Near its rest volume, a crystal's bulk modulus scales as $B \propto V^{-B'}$. Here $V$ is the volume per atom and $B'$ is the rate at which the modulus rises with pressure, about 3.7 for cubic boron nitride in PBE. From the first row of the table to the last, the rest volume falls from 6.02 to 5.81 Å³/atom. If all functionals shared one compression curve and merely came to rest at different points on it, the modulus would grow by a factor $(6.02/5.81)^{3.7}$, or 14 %. The computed growth is 9 %, so volume gives the right direction but too large an effect.

Bulk modulus of cubic boron nitride (BN, F-43m, 2-atom cell) from Kohn-Sham DFT, without spin polarisation and with 0.05 eV Fermi-Dirac smearing. Each value is fitted to energies at seven volumes, 5.60 to 6.32 Å³/atom. The last column refers to a measured isothermal modulus of 395 GPa at 300 K (Vinet fit, arXiv:1208.3664; values found: 395 to 400 GPa).

| program | functional | how the value is got | potentials or basis | wave cutoff (eV) | k-mesh | computed bulk modulus (GPa) | computed over measured, less one (%) |
| --- | --- | --- | --- | --- | --- | --- | --- |
| ABINIT 10.8.3 (1) | revPBE | fit, rest volume 6.02 Å³/atom | JTH PAW PBE v2.0 | 707 | 13x13x13 | 361.3 | -8.5 |
| ABINIT 10.8.3 (2) | BLYP+D3 | fit, rest volume 5.98 Å³/atom | JTH PAW PBE v2.0 | 707 | 13x13x13 | 363.1 | -8.1 |
| FLEUR MaX-R8.1 (later development tree) | PBE | fit, rest volume 5.95 Å³/atom | all electron | n/a | 13x13x13 | 370.9 | -6.1 |
| ABINIT 10.8.3 (3) | PBE | fit, rest volume 5.95 Å³/atom | PseudoDojo NC SR PBE v0.4.1 standard | 1143 | 13x13x13 | 371.2 | -6.0 |
| ABINIT 10.8.3 (4) | PBE | fit, rest volume 5.95 Å³/atom | JTH PAW PBE v2.0 | 707 | 13x13x13 | 371.7 | -5.9 |
| ABINIT 10.8.3 (5) | BLYP+D3(BJ) | fit, rest volume 5.88 Å³/atom | JTH PAW PBE v2.0 | 680 | 13x13x13 | 374.5 | -5.2 |
| ABINIT 10.8.3 (6) | BP86+D2 | fit, rest volume 5.90 Å³/atom | JTH PAW PBE v2.0 | 707 | 13x13x13 | 383.6 | -2.9 |
| ABINIT 10.8.3 (7) | BP86+D3(BJ) | fit, rest volume 5.83 Å³/atom | JTH PAW PBE v2.0 | 680 | 13x13x13 | 384.0 | -2.8 |
| ABINIT 10.8.3 (8) | AM05 | fit, rest volume 5.86 Å³/atom | JTH PAW PBE v2.0 | 680 | 13x13x13 | 386.1 | -2.3 |
| GPAW 26.7.0 (1) | AM05 | fit, rest volume 5.85 Å³/atom | PAW data sets made by gpaw setup for the functional | 800 | 10x10x10 | 386.9 | -2.1 |
| ABINIT 10.8.3 (9) | AM05+D4 | fit, rest volume 5.81 Å³/atom | JTH PAW PBE v2.0 | 680 | 13x13x13 | 393.4 | -0.4 |
| GPAW 26.7.0 (2) | PBEsol+D4 | fit, rest volume 5.81 Å³/atom | PAW data sets made by gpaw setup for the functional | 800 | 10x10x10 | 395.3 | 0.1 |

**The top row.** revPBE gives the lowest modulus, 361 GPa, and it is tempting to conclude that it makes the softest bonds. That comparison mixes crystals of different size. When each row's own fitted curve is used to bring the crystal to the same 5.96 Å³/atom, revPBE becomes the stiffest of all, at 376 GPa, while PBEsol+D4 from the bottom row drops to 359 GPa. The ranking is not reversed row by row, but it largely turns round, so a high modulus in this table is no sign of a stiffer bond at a given length.

The large cell of revPBE has a familiar origin. Its exchange energy rewards uneven electron densities more strongly than PBE's does, and this favours longer bonds. AM05 and PBEsol reward them less and so contract the crystal. This is standard theory of these functionals; the table shows only the volumes that result, and for PBEsol only together with D4.

**The three PBE rows.** Another possible cause of the spread is the program, with its potentials and basis. PBE appears here in an all-electron calculation, with norm-conserving potentials and with PAW data sets, and the three moduli differ by only 0.8 GPa. The whole table spans 34 GPa. Anyone comparing computed moduli of this material from different sources should therefore check the functional and its dispersion correction before the program.

PBE also serves as the base for a simple model. Write the energy per atom of any other treatment as the PBE energy plus a difference $W(V)$. Since the modulus at any volume is $V$ times the second derivative of the energy,

$$B(V) = B_{\mathrm{PBE}}(V) + V\,W''(V).$$

The slope of $W$ decides where the crystal comes to rest, and so how far it moves along the PBE curve. The curvature $W''$ then adds to the stiffness or takes from it.

A platform on a coil spring that stiffens as it is compressed behaves in the same way. A steady weight pushes the platform down to where the spring is stiffer. A magnet below it also pulls it down, but its pull grows as the platform approaches, which works against the spring's restoring force and makes the platform easier to move. The likeness is closest for a dispersion correction, which really is a separate attraction; between two functionals, $W$ is only a difference of energies.

**The BLYP and BP86 rows.** The magnet's effect is clearest in BP86. Replacing the D2 correction by D3(BJ) shrinks the rest volume by 1.1 %, which along the PBE curve should add 16 GPa. The modulus rises by only 0.4 GPa, because the change in curvature takes back 14 GPa. The crystal has moved to a denser and normally stiffer state, but the extra pull that brought it there grows on compression, and this has cancelled nearly all of the gain.

D2 and D3(BJ) differ in their coefficients and in the damping that limits the attraction between bonded neighbours. D3(BJ) also has a second term, steeper with distance, that D2 lacks. The BLYP rows point to the damping. D3 and D3(BJ) share their basic coefficients and differ in the damping and the scaling fitted with it, yet the curvature part goes from −2 to −14 GPa. Damping may well matter in BP86 too, but there the steeper term could also play a part.

**The AM05 rows and the last row.** AM05 gives nearly the same modulus in two programs, 386.1 and 386.9 GPa. This matters because the ABINIT rows with PAW use data sets made for PBE whatever the functional, whereas GPAW's were made for AM05. For this functional, at least, neither the mismatch nor ABINIT's lower cutoff of 680 eV, which the D3(BJ) rows share, seems to do much harm.

Adding D4 to AM05 gives a case that can be worked through in full. The rest volume is 5.954 Å³/atom in PBE with PAW and 5.808 in AM05+D4. Moving the PBE crystal to the smaller volume gives

$$371.7 \times \left(\frac{5.954}{5.808}\right)^{3.74} \approx 408\ \text{GPa}.$$

The curvature of the energy difference, taken from the computed energies at three volumes, contributes −13 GPa. The sum is 395 GPa, against 393.4 GPa in the table.

D4 alone brings less softening than the change of correction in BP86. It contracts the AM05 crystal by 0.8 %, and its curvature cancels only about a third of the stiffening that this contraction brings. The modulus therefore rises by 7 GPa. Adding or exchanging a correction can thus shrink a crystal by similar amounts and yet change its modulus very differently, depending on how quickly the added pull fades as the crystal expands.

The output below applies this split to every row. The PBE curve alone misses the computed moduli by typically 9 GPa, and by 17 GPa for BP86+D3(BJ); with the curvature part the typical miss is 0.6 GPa. The worked row took no part in setting the PBE curve, but its curvature came from its own energies. The equation for $B(V)$ is exact for any pair of treatments, so the close agreement shows only that the simple compression curve and the three-point curvature are accurate enough, not that the model could have predicted the modulus from PBE.

For a quick guess, a straight line through the logarithms of all twelve moduli and rest volumes gives a rise of about 2.4 % in modulus for each per cent of contraction. That is less than the 3.7 % of a single compression curve, because the treatments that contract the crystal most also bring a softening curvature. The BP86 pair marks where the guess fails: a pull that grows steeply on compression can leave almost no stiffening at all.

The last column compares static calculations with a measurement at 300 K. Zero-point and thermal motion expand the real crystal and soften it, so a static calculation ought to give more than the measured 395 GPa. PBE's shortfall of about 6 % of the measured value is therefore an understatement. The D4 rows come within half a per cent of that value, but matching a softened crystal with a static one suggests that they too are somewhat soft.

Numerical output:

```
spread of the modulus over all rows (GPa): 34
spread of PBE over three treatments (GPa): 0.8
AM05 in GPAW less AM05 in ABINIT (GPa): 0.8
measured modulus less PBE with JTH (GPa): 23.3
PBE spread among treatments as share of that shortfall (%): 3.433
rank correlation of modulus at rest with modulus at 5.96 A^3/atom: -0.6923
moduli in GPa:
                                      row  rest volume A^3/atom  at 5.96 A^3/atom  PBE curve alone  curvature part  sum of both  miss of PBE curve  miss of sum
                        ABINIT 10.8.3 (1)                 6.024             376.2            355.8           5.873        361.6             -5.545       0.3283
                        ABINIT 10.8.3 (2)                 5.982             368.1            365.2          -2.414        362.8              2.106      -0.3082
  FLEUR MaX-R8.1 (later development tree)                 5.953             369.5            371.8         0.02238        371.8             0.8658       0.8882
                        ABINIT 10.8.3 (3)                 5.947             368.5            373.1          -1.848        371.3              1.948      0.09915
                        ABINIT 10.8.3 (4)                 5.954             370.4            371.7               0        371.7                  0            0
                        ABINIT 10.8.3 (5)                 5.882             355.9              389             -14          375               14.5       0.4972
                        ABINIT 10.8.3 (6)                 5.896             368.4            385.4          -1.973        383.4              1.791      -0.1818
                        ABINIT 10.8.3 (7)                 5.833             353.6            401.2          -16.35        384.8              17.16       0.8044
                        ABINIT 10.8.3 (8)                 5.857             361.5            395.2          -8.734        386.5               9.13        0.396
                          GPAW 26.7.0 (1)                 5.849             360.2            397.2          -10.71        386.5              10.27      -0.4411
                        ABINIT 10.8.3 (9)                 5.808             357.2            407.7          -13.01        394.7               14.3        1.288
                          GPAW 26.7.0 (2)                 5.813               359            406.3          -11.95        394.4              11.01      -0.9407
rms miss of the PBE curve alone (GPa): 9.408
rms miss with the curvature part (GPa): 0.6341
AM05 to AM05+D4 in ABINIT, change of rest volume (%): -0.8284
AM05 to AM05+D4, part from moving along the PBE curve (GPa): 12.47
AM05 to AM05+D4, part from curvature (GPa): -4.28
AM05 to AM05+D4, computed change (GPa): 7.3
BP86 from D2 to D3(BJ), change of rest volume (%): -1.068
BP86 from D2 to D3(BJ), part from moving along the PBE curve (GPa): 15.77
BP86 from D2 to D3(BJ), part from curvature (GPa): -14.38
BP86 from D2 to D3(BJ), computed change (GPa): 0.4
fit of log(y) on 12 rows: constant 10.16 +/- 0.4, coefficient of log(v0) -2.379 +/- 0.22; rms 0.00815, worst ABINIT 10.8.3 (5) 0.0175, leave-one-out rms 0.00945
```
